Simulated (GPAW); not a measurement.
Runs of GPAW 26.7.0 on CaF3. It takes space group I4/mmm (No. 139, tetragonal). The conventional cell has a = 3.799 Å, b = 3.799 Å, c = 6.445 Å, α = 90.00°, β = 90.00°, γ = 90.00°. Around Ca (site symmetry 4/mmm) lie 12 F at 2.49 to 2.69 Å. F (site symmetry 4/mmm) is surrounded by 8 F at 2.49 Å and 4 Ca at 2.69 Å. F (site symmetry -4m2) has 4 Ca at 2.49 Å and 8 F at 2.49 to 2.69 Å as nearest neighbours. The cell comes from a database or a generator and needn't be the stable form of this composition.

```csv
task,level,potentials or basis,k mesh,cutoff (eV),maxiter,band path,band points,convergence,gap on the mesh (eV),pressure (GPa)
band structure,LDA,"the program's PAW data sets (release 1.2.1) made for this functional, pw",7 × 7 × 7,800,150,"GXYSGZS1NPY1Z,XP",60,-,-,(a)
single point,PBEsol,"PAW data sets generated in the run's folder for this functional, pw",10 × 10 × 10,800,150,-,-,-,none,-5.2
band structure,PBEsol,"PAW data sets generated in the run's folder for this functional, pw",7 × 7 × 7,800,150,"GXYSGZS1NPY1Z,XP",60,-,-,-5.2
single point,PBEsol,"PAW data sets generated in the run's folder for this functional, pw",8 × 8 × 8,600,120,-,-,default,none,-3.5
```

Alike in all rows: no spin polarisation; cell as given; smearing fermi-dirac 0.05 eV.

**Question.** Fill in the values left out.

**Answer.** (a) -10.7.

Caveats: an odd number of electrons without spin polarisation forces a metal; a magnetic or distorted state may lie lower; the cutoff is short for stress and forces, so pressures can be off by a GPa or more (some runs).

A gap of «none» marks a metal or a gap under the smearing width.
